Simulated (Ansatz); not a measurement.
CaO (Fm-3m) on a mismatched substrate

```
Ca O
1.0
     2.35395    2.35395    0.00000
    -2.35395    2.35395    0.00000
     0.00000    2.35395    2.35395
Ca O
1 1
Direct
  0.00000 0.00000 0.00000
  0.50000 0.50000 0.00000
```

This cell was relaxed by PAW under LDA. A film on a (001) substrate is mimicked by stretching x and y by ε∥; the length along z and the atoms then relax by PAW (default files of Ansatz 0.2.0, cutoff 420 eV, stress met within about 0.05 GPa). Stress and levels come from LDA, all-electron LAPW in Ansatz 0.2.0, scalar-relativistic; k mesh 8×8×8, fixed occupations, basis error target 0.5 meV/atom. Conduction levels are in eV over the valence top, at fixed fractional wave vectors.

```
ε∥ (%)  ε⊥ (%)  σ∥ (GPa, tension positive)  X ⊥ z  X ∥ z      Γ  L (oblique)  2nd valence level at Γ     3rd
  -2.0   1.017                       -6.74  3.356  3.454  5.271        7.364                   0.000  -0.103
  -1.0       ?                           ?      ?      ?      ?            ?                       ?       ?
  -0.5   0.257                       -1.53  3.423  3.448  5.144        7.284                   0.000  -0.024
   0.0   0.000                       -0.03  3.445  3.445  5.089        7.258                   0.000   0.000
   0.5  -0.257                        1.38  3.444  3.418  5.007        7.207                  -0.024  -0.024
   1.0  -0.483                        2.71  3.443  3.393  4.919        7.157                  -0.045  -0.045
   2.0  -0.943                        5.09  3.445  3.344  4.738        7.057                  -0.087  -0.087
```

The last two columns are counted from the highest valence level at Γ.

Task: How does the film contract along z, and how stiff is it in the plane?

Result: Quadratic fits through the 6 rows shown have slopes dε⊥/dε∥ = -0.491 and dσ∥/dε∥ = 295.3 GPa at zero strain. Elasticity asks −2C12/C11 = -0.485 and C11 + C12 − 2C12²/C11 = 292.9 GPa, from PAW constants C11 = 260.4, C12 = 63.1 GPa. At the level of the σ∥ column the films keep up to 0.05 GPa along z against the unstrained cell, and the constants are scalar-relativistic PAW values, so part of the difference is the change of level.

Task: Which shear deformation potential b does the valence splitting give?

Result: Without spin-orbit coupling the single level moves against the pair by 3b(ε⊥ − ε∥): -0.0244 eV at ε⊥ − ε∥ = 0.00757 and 0.0236 eV at -0.00757, so b = -1.06 eV.

Task: And the uniaxial potential of the lowest valleys?

Result: The valley along z moves against those in the plane by Ξu(ε⊥ − ε∥): from 0.0250 to -0.0254 eV between the two smallest strains, so Ξu = 3.33 eV.

Task: Fill the row at ε∥ = -1.0 %.

Result: The fits give ε⊥ = 0.499 % and σ∥ = -3.18 GPa. Computed: ε⊥ (%) = 0.496, σ∥ (GPa, tension positive) = -3.16, X ⊥ z = 3.401, X ∥ z = 3.450, Γ = 5.194, L (oblique) = 7.312, 2nd valence level at Γ = 0.000, 3rd = -0.049. The levels have a kink at zero strain, where another valence state takes the top, so one parabola doesn't fit them.

Task: What is the slope of the gap under small compression and under small tension?

Result: dE_g/dε∥ is 44 meV per % on the compressed side and -54 on the stretched side, so the gap falls either way. The lowest conduction level lies at X ⊥ z under the strongest compression and at X ∥ z under the strongest tension.

Limits of these numbers: the frozen-core PAW files of the relaxations were fitted under PBE, their cores solved anew for this functional; semilocal gaps are low, and the spacing of valleys can be off by tenths of an eV; levels are read at fixed fractional k, so an edge that moves off these points is missed.
